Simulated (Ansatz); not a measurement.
## ZnS: from a guess to a relaxed structure

Theory: DFT PBE, scalar-relativistic, plane waves, PAW in Ansatz. Cutoff 420 eV, Gaussian smearing, Γ-centred meshes. Cell and atoms relax first on a coarse mesh and then on a finer one. In between, the cell is made exact in the group found at 0.06 Å. In metals the finer mesh still leaves noise of several meV/atom or more. The steps can't lower the symmetry of their start. No spin polarisation.

The cell of ZnS is invented: random cell by space group and Wyckoff sites (P4/mmm, No. 123). Its size is a rough estimate.

```
Zn S
1.0
     3.32071    0.00000    0.00000
     0.00000    3.32071    0.00000
     0.00000    0.00000    4.22172
Zn S
1 1
Cartesian
  1.6604 1.6604 2.1109
  0.0000 0.0000 0.0000
```

Energies over the elements count from the elements' standard structures at the same level, with no fitted energy shifts.

**Question.** Where does the relaxation end?

**Answer.** The symmetry stays P4/mmm (No. 123). The end has the tetragonally distorted caesium chloride type. The volume per atom shrinks by 29.8 %, from 23.3 to 16.3 Å³. The shortest distance goes from 3.16 Å (Zn–S) to 2.78 Å (Zn–S). The ratio c/a of the conventional cell changes by a factor of 0.71. The energy falls by about 0.47 eV/atom (the start's value is from the coarse mesh). Conventional cell: a = 3.309 Å, c = 2.985 Å. Zn has 8 S at 2.78 Å, 2 Zn at 2.98 Å and 4 Zn at 3.31 Å; S has 8 Zn at 2.78 Å, 2 S at 2.98 Å and 4 S at 3.31 Å.

```
Zn S
1.0
     3.30858    0.00000    0.00000
     0.00000    3.30858    0.00000
     0.00000    0.00000    2.98492
Zn S
1 1
Direct
  0.50000 0.50000 0.50000
  0.00000 0.00000 0.00000
```

**Question.** Give its energy and gap.

**Answer.** The formation energy is +0.14 eV/atom and the gap on the 16×16×18 mesh of the 2-atom cell is 0 eV (a metal).

The separate elements lie lower, so it is unstable against them.

The last run used Gaussian smearing of 0.10 eV. The reference form of S is held partly by dispersion forces, which this level lacks. Symmetry constrained the relaxation, so the result can be a saddle point. Another cell of ZnS relaxed alike, in R3m (a Materials Project cell), lies 0.96 eV/atom lower, so this cell isn't the stable form at this level.
